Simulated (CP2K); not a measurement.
**Hf under changes of volume**

One of the cells (21.882 Å³/atom); the others are scaled copies at fixed shape and fractional positions:

```
Hf
1.0
     3.13955    0.00000    0.00000
     1.56978    2.71893    0.00000
     1.56978    0.90631    2.56344
Hf
1
Direct
  0.00000 0.00000 0.00000
```

This isn't the form of Hf at room conditions, which is hcp.

| Item | Value |
| --- | --- |
| Program | CP2K 2026.2 |
| Functional | PBEsol |
| Potentials or basis | POTENTIAL_UZH Hf GTH-PBE-q12; TZVP-MOLOPT-PBE-GTH basis |
| Density cutoff | 6123 eV |
| k mesh | 10 × 10 × 10 |
| Occupations | fermi-dirac, width 0.1 eV |
| Spin | no spin polarisation |

```csv
volume (Å³/atom),energy over the lowest point (meV/atom),pressure (GPa)
20.569,23.29,6.9
21.007,8.33,4.2
21.444,1.25,1.8
21.882,0.00,-0.4
22.320,4.58,-2.4
22.757,?,?
23.195,28.88,-5.9
```

Q: What does the run at 22.757 Å³/atom give?

A: Energy over the lowest point 14.36 meV/atom; pressure -4.2 GPa.

Worked out: A Birch-Murnaghan fit of order 3 (a polynomial in V^(-2/3)) to the other rows has its minimum at 21.74 Å³/atom with B0 = V·E''(V) = 108 GPa and B' = 4.6. It gives 14.46 meV/atom at 22.757 Å³/atom, against the run's 14.36, and -dE/dV = -4.5 GPa, against -4.2.

Energies are extrapolated to zero smearing.

Caveats: the potentials were made for another functional, which shifts forces and pressure; the basis of atomic orbitals isn't converged, which shifts pressures, moduli and gaps.
